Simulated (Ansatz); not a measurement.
# Li(100) with 4 layers of random Li-Ti, 2x2: scattering by chemical disorder, part 2 of 2

Wanted: resistance against the alloy's length, first Li(100) with 4 layers of random Li-Ti, 2x2.

Ansatz 0.2.0; Ansatz plane-wave DFT, PBE, PAW files; ballistic transport by layer matching (Landauer), zero bias; PAW set soft_1.

So far. Step 3 (With 8 alloy layers): Over the solved energies the transmission per spin lies between 1.21 and 1.27, out of 4.82 channels of the lead on average (up to 4.92).

### Step 4. With 12 alloy layers

In 12 layers a share of 0.5 of the sites is given to Ti at random. A fresh draw is used; the growth of the resistance with length is what counts.

System of this step: Li(100) with 12 layers of random Li-Ti, 2x2. The cell holds 88 atoms: 64 Li and 24 Ti. Cell: a = 7.020 Å, b = 7.020 Å, c = 38.610 Å, α = 90.0°, β = 90.0°, γ = 90.0°. It derives from Li. Regions: lead, 40 atoms (40 Li); scattering region, 48 atoms (24 Ti and 24 Li). The structure is stacked along c, and the current runs across the ab planes.

input.yaml reads:

```yaml
crystal:
  lattice:
    - [7.02, 0.0, 0.0]
    - [0.0, 7.02, 0.0]
    - [0.0, 0.0, 38.61]
  atoms:
    - { symbol: Li, position: [0.0, 0.0, 0.0227272727] }
    - { symbol: Li, position: [0.0, 0.5, 0.0227272727] }
    - { symbol: Li, position: [0.5, 0.0, 0.0227272727] }
    - { symbol: Li, position: [0.5, 0.5, 0.0227272727] }
    - { symbol: Li, position: [0.25, 0.25, 0.0681818182] }
    - { symbol: Li, position: [0.25, 0.75, 0.0681818182] }
    - { symbol: Li, position: [0.75, 0.25, 0.0681818182] }
    - { symbol: Li, position: [0.75, 0.75, 0.0681818182] }
    - { symbol: Li, position: [0.0, 0.0, 0.1136363636] }
    - { symbol: Li, position: [0.0, 0.5, 0.1136363636] }
    - { symbol: Li, position: [0.5, 0.0, 0.1136363636] }
    - { symbol: Li, position: [0.5, 0.5, 0.1136363636] }
    - { symbol: Li, position: [0.25, 0.25, 0.1590909091] }
    - { symbol: Li, position: [0.25, 0.75, 0.1590909091] }
    - { symbol: Li, position: [0.75, 0.25, 0.1590909091] }
    - { symbol: Li, position: [0.75, 0.75, 0.1590909091] }
    - { symbol: Li, position: [0.0, 0.0, 0.2045454545] }
    - { symbol: Li, position: [0.0, 0.5, 0.2045454545] }
    - { symbol: Li, position: [0.5, 0.0, 0.2045454545] }
    - { symbol: Li, position: [0.5, 0.5, 0.2045454545] }
    - { symbol: Ti, position: [0.25, 0.25, 0.25] }
    - { symbol: Li, position: [0.25, 0.75, 0.25] }
    - { symbol: Ti, position: [0.75, 0.25, 0.25] }
    - { symbol: Ti, position: [0.75, 0.75, 0.25] }
    - { symbol: Ti, position: [0.0, 0.0, 0.2954545455] }
    - { symbol: Li, position: [0.0, 0.5, 0.2954545455] }
    - { symbol: Ti, position: [0.5, 0.0, 0.2954545455] }
    - { symbol: Li, position: [0.5, 0.5, 0.2954545455] }
    - { symbol: Li, position: [0.25, 0.25, 0.3409090909] }
    - { symbol: Li, position: [0.25, 0.75, 0.3409090909] }
    - { symbol: Li, position: [0.75, 0.25, 0.3409090909] }
    - { symbol: Li, position: [0.75, 0.75, 0.3409090909] }
    - { symbol: Ti, position: [0.0, 0.0, 0.3863636364] }
    - { symbol: Ti, position: [0.0, 0.5, 0.3863636364] }
    - { symbol: Li, position: [0.5, 0.0, 0.3863636364] }
    - { symbol: Li, position: [0.5, 0.5, 0.3863636364] }
    - { symbol: Ti, position: [0.25, 0.25, 0.4318181818] }
    - { symbol: Ti, position: [0.25, 0.75, 0.4318181818] }
    - { symbol: Li, position: [0.75, 0.25, 0.4318181818] }
    - { symbol: Li, position: [0.75, 0.75, 0.4318181818] }
    - { symbol: Ti, position: [0.0, 0.0, 0.4772727273] }
    - { symbol: Ti, position: [0.0, 0.5, 0.4772727273] }
    - { symbol: Ti, position: [0.5, 0.0, 0.4772727273] }
    - { symbol: Ti, position: [0.5, 0.5, 0.4772727273] }
    - { symbol: Li, position: [0.25, 0.25, 0.5227272727] }
    - { symbol: Ti, position: [0.25, 0.75, 0.5227272727] }
    - { symbol: Li, position: [0.75, 0.25, 0.5227272727] }
    - { symbol: Ti, position: [0.75, 0.75, 0.5227272727] }
    - { symbol: Ti, position: [0.0, 0.0, 0.5681818182] }
    - { symbol: Ti, position: [0.0, 0.5, 0.5681818182] }
    - { symbol: Ti, position: [0.5, 0.0, 0.5681818182] }
    - { symbol: Li, position: [0.5, 0.5, 0.5681818182] }
    - { symbol: Li, position: [0.25, 0.25, 0.6136363636] }
    - { symbol: Li, position: [0.25, 0.75, 0.6136363636] }
    - { symbol: Li, position: [0.75, 0.25, 0.6136363636] }
    - { symbol: Ti, position: [0.75, 0.75, 0.6136363636] }
    - { symbol: Li, position: [0.0, 0.0, 0.6590909091] }
    - { symbol: Li, position: [0.0, 0.5, 0.6590909091] }
    - { symbol: Li, position: [0.5, 0.0, 0.6590909091] }
    - { symbol: Li, position: [0.5, 0.5, 0.6590909091] }
    - { symbol: Li, position: [0.25, 0.25, 0.7045454545] }
    - { symbol: Ti, position: [0.25, 0.75, 0.7045454545] }
    - { symbol: Ti, position: [0.75, 0.25, 0.7045454545] }
    - { symbol: Ti, position: [0.75, 0.75, 0.7045454545] }
    - { symbol: Li, position: [0.0, 0.0, 0.75] }
    - { symbol: Li, position: [0.0, 0.5, 0.75] }
    - { symbol: Ti, position: [0.5, 0.0, 0.75] }
    - { symbol: Ti, position: [0.5, 0.5, 0.75] }
    - { symbol: Li, position: [0.25, 0.25, 0.7954545455] }
    - { symbol: Li, position: [0.25, 0.75, 0.7954545455] }
    - { symbol: Li, position: [0.75, 0.25, 0.7954545455] }
    - { symbol: Li, position: [0.75, 0.75, 0.7954545455] }
    - { symbol: Li, position: [0.0, 0.0, 0.8409090909] }
    - { symbol: Li, position: [0.0, 0.5, 0.8409090909] }
    - { symbol: Li, position: [0.5, 0.0, 0.8409090909] }
    - { symbol: Li, position: [0.5, 0.5, 0.8409090909] }
    - { symbol: Li, position: [0.25, 0.25, 0.8863636364] }
    - { symbol: Li, position: [0.25, 0.75, 0.8863636364] }
    - { symbol: Li, position: [0.75, 0.25, 0.8863636364] }
    - { symbol: Li, position: [0.75, 0.75, 0.8863636364] }
    - { symbol: Li, position: [0.0, 0.0, 0.9318181818] }
    - { symbol: Li, position: [0.0, 0.5, 0.9318181818] }
    - { symbol: Li, position: [0.5, 0.0, 0.9318181818] }
    - { symbol: Li, position: [0.5, 0.5, 0.9318181818] }
    - { symbol: Li, position: [0.25, 0.25, 0.9772727273] }
    - { symbol: Li, position: [0.25, 0.75, 0.9772727273] }
    - { symbol: Li, position: [0.75, 0.25, 0.9772727273] }
    - { symbol: Li, position: [0.75, 0.75, 0.9772727273] }
kpoints:
  mp_grid: { grid: [3, 3, 1] }
hamiltonian:
  xc: pbe
  pseudopotentials: { kind: paw, azcp: { folder: soft_1 } }
scf:
  occupations: { method: fermi_dirac, width: 0.1 }
output:
  transmission: { leads: [[0, 4]], kmesh: [6, 6], e_range: [-0.05, 0.05], de: 0.05 }
  write_potential: true
  write_density: true
  volumetric_format: npy
```

On the command line:

```bash
ansatz run input.yaml --threads 4 --pin off --max-ram 15360MiB --backend cpu --events-out ev --progress --plain --runs-dir out
```

Numbers of over 12 decimals in the logs are rounded to 6 here.

The program printed:

```text
[...]
Crystal: 88 atoms, lattice volume = 1902.716 Å³
Basis set: ecut = 420 eV, 37253 PW (Γ)
Bands: 328, of which v1, the nominal top of the filled ones, is band 240 counted from 1 (239 counted from 0)
Symmetry: 1 space group operations
[...]
k-points: 5 of 9 (time reversal used)
[...]
SCF iter   1: F=—  HF=-73082.759130 eV  |F-HF|=—  |Δ(HF+E_count)|=         —  Δρ=5.38e-2  dr2=1.71e2  ethr=3.10e-3  ⟨swp⟩=11.8  Hψ=9347  notcnv=0
[...]
SCF iter  12: F=-73067.257870 eV  HF=-73067.257870 eV  |F-HF|=2.84e-8  |Δ(HF+E_count)|=   1.51e-8  Δρ=9.98e-7  dr2=3.69e-8  ethr=2.08e-11  ⟨swp⟩=2.0  Hψ=2859  notcnv=0
SCF 1 converged in 12 iterations: F = -73067.257870 eV  dr2 = 3.69e-8
[...]
transmission: 99 of 980 steps passed
transmission: 201 of 980 steps passed
[...]
transmission: 980 of 980 steps passed
SCF converged after 12 iterations
Free energy (F): -73067.257870 eV
[...]
Internal energy: -73063.602223 eV  (E = F + TS)
E sigma→0 (E₀):  -73065.430047 eV
Entropy (-TS):   -3.655647 eV (-41.541 meV/atom)
Fermi energy:    3.227896 eV
[...]
--- Band table (eV; the first three rows and the last of 5) ---
  k-point 0: bands = [... 236 lower, 3.1931, 3.2340, 3.2396, 3.2525, 3.2777, 3.2909, 3.3121, 3.3305, ... 84 higher]
  k-point 1: bands = [... 236 lower, 3.1561, 3.1807, 3.1933, 3.2048, 3.2127, 3.2219, 3.2519, 3.2733, ... 84 higher]
  k-point 2: bands = [... 236 lower, 3.1614, 3.1810, 3.1912, 3.2018, 3.2171, 3.2373, 3.2516, 3.2658, ... 84 higher]
  k-point 4: bands = [... 236 lower, 3.1682, 3.1803, 3.2082, 3.2177, 3.2252, 3.2575, 3.2710, 3.2848, ... 84 higher]
--- Transmission ---
  basis      : 437 plane waves across, 49 finite elements along
  points     : 20, standing for a mesh of 6 x 6
[...]
channels       : 4.916667e0 a spin
[...]
junction   : crystal 0 to crystal 0, 0.70 to 37.55 Å
    transmission   : 9.900427e-1 a spin
[...]
```

Run time: 16 min. Hardware: 4 threads of Intel Xeon Platinum 8259CL at 2.50GHz (Skylake/Cascade Lake), shared host; peak memory 9.8 GiB; 56 min of CPU time.

This step gave:

* free energy: -73067.2579 eV
* energy at zero smearing: -73065.4300 eV
* Fermi energy: 3.228 eV
* transmission per spin nearest the Fermi level: 0.9900
* open channels per spin nearest the Fermi level: 4.917
* step of the lead's potential: 13.2 meV

Per spin. Transmission, zone mean against energy, zero at the Fermi level:

```
energy (eV)  transmission, zone mean
    -0.0500                     1.08
     0.0000                    0.990
     0.0500                    0.978
```

Over the solved energies the transmission per spin lies between 0.978 and 1.08, out of 4.84 channels of the lead on average (up to 4.92).

### Step 5. The fit

This step: Ansatz plane-wave DFT, PBE, PAW files; ballistic transport by layer matching (Landauer), zero bias; residual resistivity from the slope of the area resistance, atoms on the host's lattice; PAW set soft_1 (Ansatz 0.2.0).

This step gave:

- resistivity: 157.1 µΩ cm
- intercept: 1.632 fΩ m²
- scatter about the fit: 0.01521 fΩ m²

Resistance, by row:

```csv
run,length (Å),T,channels N,RA (fΩ m²)
n4,7.02,1.567,4.843,2.745
n8,14.04,1.239,4.824,3.816
n12,21.06,1.015,4.843,4.951
```

The area resistance by length of the alloy:

```csv
length of the alloy (Å),area resistance (fΩ m²)
7.02,2.75
14.04,3.82
21.06,4.95
```

The area resistance goes from 2.7 to 5.0 fΩ m² between 7.0 and 21.1 Å, a slope of 157 µΩ cm.

By hand from the end points: (4.951 − 2.745) fΩ m² / (21.06 − 7.02) Å = 157 µΩ cm, since 1 fΩ m² per Å is 1000 µΩ cm.

### Step 6. Summary of results

```yaml
resistivity_from_the_slope: 157 µΩ cm
area_resistance_over_7p02_a: 2.75 fΩ m²
area_resistance_over_14p0_a: 3.82 fΩ m²
area_resistance_over_21p1_a: 4.95 fΩ m²
```

**Reading.** The slope gives 157 µΩ cm. The points scatter by 0.015 fΩ m² about the line, with one random draw a length in a 2x2 cell, so the slope is a rough value. Read with a model of isotropic scattering on a spherical Fermi surface and the lead's 0.76×10¹⁵ S/m², this slope means a mean free path near 6.3 Å (a rough figure, since the alloy's own channel count differs); over these lengths the model's slope is within 3 % of its bulk resistivity. The atoms sit on the host's lattice, so scattering by size misfit is left out. With 50 % of Ti, whose own structure is another, this is a hypothetical phase.

[Logs are printed without paths, hosts, clocks, repeated set-up lines and the standing remarks that a program may print on its own settings, such as how far it seeks lower states.]

[Hosts, paths, dates, database ids (printed as entryN), source tags and the programs' standing remarks are cut or masked in the printed files.]
